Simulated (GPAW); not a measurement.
Wanted: an ASE script for a GPAW 26.7.0 run.

```yaml
Task: equation of state
Functional: PBE
Potentials_or_basis: GPAW PAW data sets (gpaw-data 1.2.1)
Cutoff: 600 eV
Basis: pw
k_mesh: 9 × 9 × 9
Occupations: fermi-dirac, width 0.05 eV
Spin: no spin polarisation
Maxiter: 150
Eos_scales: "[0.94, 0.96, 0.98, 1.0, 1.02, 1.04, 1.06]"
```

The structure of Bi lies in Bi.cif:

```cif
data_Bi
_cell_length_a 3.43193835
_cell_length_b 3.43193835
_cell_length_c 3.43193835
_cell_angle_alpha 109.47122063
_cell_angle_beta 109.47122063
_cell_angle_gamma 109.47122063
_space_group_name_H-M_alt 'P1'
_space_group_name_Hall 'P 1'
_space_group_IT_number 1
loop_
_space_group_symop_operation_xyz
'x,y,z'
loop_
_atom_site_label
_atom_site_type_symbol
_atom_site_symmetry_multiplicity
_atom_site_Wyckoff_symbol
_atom_site_fract_x
_atom_site_fract_y
_atom_site_fract_z
_atom_site_occupancy
Bi1 Bi 1 a 0.0000000000 0.0000000000 0.0000000000 1
```

This isn't the form of Bi at room conditions, which is rhombohedral.

One way to write it, as run:

run.py

```python
from ase.eos import EquationOfState
from ase.io import Trajectory, read
from ase.units import GPa
from gpaw import GPAW, PW

atoms = read('Bi.cif')

traj = Trajectory('eos.traj', 'w')
volumes, energies = [], []
for x in [0.94, 0.96, 0.98, 1.0, 1.02, 1.04, 1.06]:
    a = atoms.copy()
    a.set_cell(atoms.cell * x**(1 / 3), scale_atoms=True)
    calc = GPAW(mode=PW(600),
                xc='PBE',
                kpts={'size': (9, 9, 9), 'gamma': True},
                occupations={'name': 'fermi-dirac', 'width': 0.05},
                nbands=15,
                convergence={'density': 1e-05, 'energy': 1e-05},
                maxiter=150,
                txt=f'eos-{x:.2f}.txt')
    a.calc = calc
    energies.append(a.get_potential_energy(force_consistent=True))
    volumes.append(a.get_volume())
    p = -a.get_stress()[:3].mean() / GPa
    calc.write(f'eos-{x:.2f}.gpw')
    traj.write(a)
    print(f'{x:.2f} {volumes[-1]:10.4f} A^3 {energies[-1]:14.6f} eV {p:9.3f} GPa', flush=True)

v0, e0, B = EquationOfState(volumes, energies, eos='birchmurnaghan').fit()
print(f'V0 = {v0:.4f} A^3, E0 = {e0:.6f} eV, B0 = {B / GPa:.2f} GPa')
```

Potentials or basis: GPAW PAW data sets (gpaw-data 1.2.1), pw.

Launch:

```bash
$ OMP_NUM_THREADS=1 python run.py
```

Results of the run:

```
Equilibrium volume                      : 31.56 Å³/atom
Bulk modulus                            : 53 GPa
Pressure derivative of the bulk modulus : 4.1 (rough: it moves with the points fitted)
```

Wall time 29 s on 1 thread of AMD EPYC 9B14 (Zen 4) (shared host), peak memory 0.18 GiB.
